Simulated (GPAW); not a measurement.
Crystal: CdS (Greenockite).

```
CELL_PARAMETERS angstrom
4.15000 0.00000 0.00000
-2.07500 3.59401 0.00000
0.00000 0.00000 6.73700
ATOMIC_POSITIONS crystal
Cd 0.66667 0.33333 0.50000
Cd 0.33333 0.66667 0.00000
S 0.66667 0.33333 0.87500
S 0.33333 0.66667 0.37500
```

* Program: GPAW 26.7.0
* Task: relaxation of cell and atoms
* Functional: PBEsol
* Dispersion: D4
* Potentials or basis: PAW data sets generated in the run's folder for this functional
* Cutoff: 600 eV
* Basis: pw
* k mesh: 5 × 5 × 3
* Occupations: fermi-dirac, width 0.05 eV
* Spin: no spin polarisation

At the start: pressure -2.3 GPa; volume 25.12 Å³/atom.

**Question.** Where does the relaxation end?

**Answer.** Over 3 steps the energy falls by 6.9 meV/atom and the volume is 24.15 Å³/atom (-3.9 %); space group P6_3mc (No. 186, to 0.05 Å).

Step by step:
| step | energy change (eV) | largest force (eV/Å) | pressure (GPa) | volume (Å³) |
| --- | --- | --- | --- | --- |
| 1 | 0.0000 | 0.0618 | -2.30 | 100.48 |
| 2 | -0.0054 | 0.0516 | -2.09 | 100.10 |
| 3 | -0.0276 | 0.0435 | 0.06 | 96.60 |

Final structure:
```xyz
4
Lattice="4.0919 0.0000 0.0000 -2.0459 3.5437 0.0000 0.0000 0.0000 6.6618" Properties=species:S:1:pos:R:3 pbc="T T T"
Cd    2.0459    1.1812    3.3226
Cd    0.0000    2.3624   -0.0083
S     2.0459    1.1812    5.8373
S     0.0000    2.3624    2.5064
```

Caveat: later steps reuse the first step's grids.
